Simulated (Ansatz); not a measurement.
Ge and the effect of the functional

Space group P4_32_12 (No. 96). a = 5.930 Å, b = 5.930 Å, c = 6.980 Å, α = 90.00°, β = 90.00°, γ = 90.00°
```csv
atom,site,symmetry,x,y,z
Ge,8b,1,0.3750,0.1667,0.7500
Ge,4a,..2,0.5750,0.4250,0.2500
```

This isn't the form of Ge at room conditions, which is diamond.

Kept alike: task band structure; k mesh 5 × 5 × 4; occupations fermi-dirac, width 0.05 eV; no spin polarisation. Program: Ansatz, Ansatz PAW. Cutoffs run from 420 to 500 eV. The mesh is that of the run's cell of 12 atoms. No spin-orbit coupling.

| functional | pressure (GPa) |
| --- | --- |
| LDA | -1.45 |
| PBEsol | 0.54 |
| r2SCAN | 1.28 |

Pressure is positive in compression, with a Pulay correction for the finite cutoff. All rows use potentials made for PBE.

**Question.** What does the functional change here?

**Answer.** The pressure runs from -1.45 (LDA) to 1.28 GPa (r2SCAN). A positive pressure means that the functional's own cell is larger than the one given, a negative one that it is smaller.
